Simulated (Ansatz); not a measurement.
## Tl (bcc)

Method: PBE with spin–orbit coupling; two-component spinors; PAW, 420 eV, 14×14×14 k-mesh, Gaussian smearing of 0.05 eV; code Ansatz. The datasets are Ansatz's generated set soft_2.

```yaml
crystal:
  lattice:
    - [-1.97491, 1.97491, 1.97491]
    - [1.97491, -1.97491, 1.97491]
    - [1.97491, 1.97491, -1.97491]
  atoms:
    - { symbol: Tl, position: [0.00000, 0.00000, 0.00000] }
```

At room temperature and ambient pressure Tl is hcp.

The cell is relaxed to zero pressure at this level.

Path: Γ–H–N–Γ–P–H | P–N, with Γ = (0.000, 0.000, 0.000), H = (0.500, -0.500, 0.500), N = (0.000, 0.000, 0.500), P = (0.250, 0.250, 0.250) in reciprocal vectors of the calculation's cell.

Is it a metal or an insulator, and if it has a gap, where are the band edges on this path?

A metal: bands cross the Fermi level.

Levels between -3 and 5 eV from the Fermi level at the path's named points:
```tsv
point	below E_F (eV)	above E_F (eV)
Γ		
H	-1.77 -1.77	0.42 0.42 2.09 2.09 2.09 2.09
N	-2.38 -2.38	
P		0.14 0.14 1.26 1.26 1.26 1.26
```

The calculation's cell holds 13 valence electrons, an odd number. Without magnetic order each Kramers pair of bands takes two, so one stays part-filled and the crystal must be a metal.
